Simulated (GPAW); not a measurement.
FeSi2 (Linzhiite), 3 atoms in the cell. The structure is tetragonal, space group P4/mmm (No. 123). Conventional cell: a = 2.684 Å, b = 2.684 Å, c = 5.128 Å, α = 90.00°, β = 90.00°, γ = 90.00°. Fe (site symmetry 4/mmm) has 8 Si at 2.35 Å and 4 Fe at 2.68 Å as nearest neighbours. Around Si (site symmetry 4mm) lie 4 Fe at 2.35 Å and 5 Si at 2.36 to 2.68 Å. 

```yaml
Program: GPAW 26.7.0
Task: band structure
Functional: PBEsol
Potentials_or_basis: PAW data sets generated in the run's folder for this functional
Cutoff: 600 eV
Basis: pw
k_mesh: 8 × 8 × 4
Occupations: fermi-dirac, width 0.05 eV
Spin: collinear spin, ferromagnetic start
Starting_moments: "[3.0, 0.0, 0.0] μB"
Maxiter: 150
Band_path: GXMGZRAZ,XR,MA
Band_points: 80
```

Potentials or basis: PAW data sets generated in the run's folder for this functional, pw.

Command:

```bash
$ gpaw-setup -f PBEsol Fe Si
$ OMP_NUM_THREADS=1 python run.py
```

Hardware: 1 thread of Arm Neoverse V1, on a shared host.

Task: How long does it take, and how much memory?

Result: It took 120 s on 1 thread of Arm Neoverse V1, with other jobs on the host, peak memory 0.32 GiB. Counts: scf iterations 24, plane waves 1253, bands 19, k points 45.
